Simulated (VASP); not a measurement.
A run of VASP 6.6.1 is set up as follows.

The input INCAR:

```
ALGO = Normal ; EDIFF = 1E-6
ENCUT = 520 ; GGA = PS
ICORELEVEL = 1 ; ISIF = 2
ISMEAR = 1 ; LASPH = True
LCHARG = False ; LMAXMIX = 4
LREAL = False ; LWAVE = False
NBANDS = 16 ; NELM = 80
PREC = Accurate ; SIGMA = 0.1
```

Contents of KPOINTS:

```
k-points
0
Gamma
  15 15 13
```

File POSCAR:

```
WC                                      
1.0
    2.9010185532      0.0000000000      0.0000000000
   -1.4505092766      2.5123557678      0.0000000000
   -0.0000000000      0.0000000000      2.8306118319
  W               C             
     1     1
Direct
     0.0000000000000000    0.0000000000000000    0.0000000000000000
     0.6666666699999979    0.3333333300000021    0.5000000000000000
```

File KPOINTS_OPT:

```
explicit points
186
Reciprocal
 0.0000000000  0.0000000000  0.0000000000 1
 0.0263157895  0.0000000000  0.0000000000 1
 0.0526315789  0.0000000000  0.0000000000 1
 0.0789473684  0.0000000000  0.0000000000 1
 0.1052631579  0.0000000000  0.0000000000 1
 0.1315789474  0.0000000000  0.0000000000 1
[... 178 lines left out ...]
 0.5000000000  0.0000000000  0.5000000000 1
 0.5000000000  0.0000000000  0.0000000000 1
```

Potentials or basis: VASP PAW PBE potentials, release 64 (W_sv, C).

Command:

```bash
$ cat potpaw_PBE.64/W_sv/POTCAR potpaw_PBE.64/C/POTCAR > POTCAR
$ mpirun -np 1 vasp_std > vasp.out
```

**Question.** Estimate the band gap along the path.

**Answer.** None (metal or under the smearing width).

**Question.** What does it give for the pressure?

**Answer.** 0.1 GPa.

Core levels (eV, on the scale of the bands):
```csv
atom,levels
1 W,"1s -69451.7, 2s -11972.3, 2p -10465.9, 3s -2744.9, 3p -2299.0, 3d -1787.0, 4s -553.4, 4p -407.2, 4d -222.1, 4f -17.0"
2 C,1s -254.4
```

Caveat: the PAW data sets were made with another functional, which shifts forces and pressure a little; spin-orbit coupling is left out, which moves the levels of the heavy elements.
